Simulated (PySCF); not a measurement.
Core binding energy against partial charge

C6H7N.
Geometry (PBE0-D3(BJ)/def2-TZVP, Å), atoms numbered from 1 in this order:
```xyz
14
C6H7N angstrom
N      2.3008   -0.1159    0.1012
C      0.9183   -0.0472    0.0388
C      0.2490    1.1391    0.3465
C     -1.1341    1.1891    0.3370
C     -1.8841    0.0648    0.0231
C     -1.2218   -1.1154   -0.2828
C      0.1609   -1.1770   -0.2761
H      2.7234   -0.8529   -0.4384
H      2.7837    0.7614   -0.0004
H      0.8229    2.0254    0.5977
H     -1.6308    2.1224    0.5778
H     -2.9661    0.1081    0.0159
H     -1.7887   -2.0054   -0.5322
H      0.6649   -2.1086   -0.5133
```

Binding energies: PySCF, delta-SCF UKS SCAN, pcX-3 on the ionised atom, pcseg-2 elsewhere, spin-free X2C. Charges: PBE0/pcSseg-2 ground-state density, for the ionised atom.

```
atom                       environment  C 1s (eV)  Mulliken (e)  IAO (e)  Hirshfeld (e)  ESP (e)
  C5                aromatic CH carbon     289.50        -0.027   -0.191         -0.075   -0.138
  C3                aromatic CH carbon     289.68        -0.055   -0.206         -0.077   -0.242
  C4                aromatic CH carbon     289.89        -0.048   -0.141         -0.053   -0.168
  C2  aromatic carbon bearing nitrogen     291.13        +0.203   +0.131         +0.047   +0.346
```

Problem. Give the correlation coefficient and slope of binding energy on charge for each scheme.

Solution. Hirshfeld: r = 0.99, slope 12.5 eV per e; IAO: r = 0.99, slope 4.6 eV per e; Mulliken: r = 0.96, slope 5.7 eV per e; ESP: r = 0.96, slope 2.6 eV per e. On 4 points no scheme stands out.

Problem. The point-charge model writes a binding energy as kq + V + constant, with V the potential of the other atoms' charges at the site. What does it give with the Hirshfeld charges?

Solution. V = Σ 14.40 eV Å × q/r over all other atoms: -0.03 eV at C5, +0.32 eV at C3, -0.28 eV at C4, -1.73 eV at C2. Fitting binding energy − V to q gives k = 27.6 eV per e and leaves an rms residual of 0.05 eV, against 0.07 eV for the fit on q alone. The model has no term for differences in relaxation between sites.

Spin contamination (⟨S²⟩ against 0.75 for a pure doublet) is marked for C 1s of C2 (0.87), which makes this value less certain. Geometry: PBE0-D3(BJ)/def2-TZVP; no solvent, vibrations or thermal averaging.
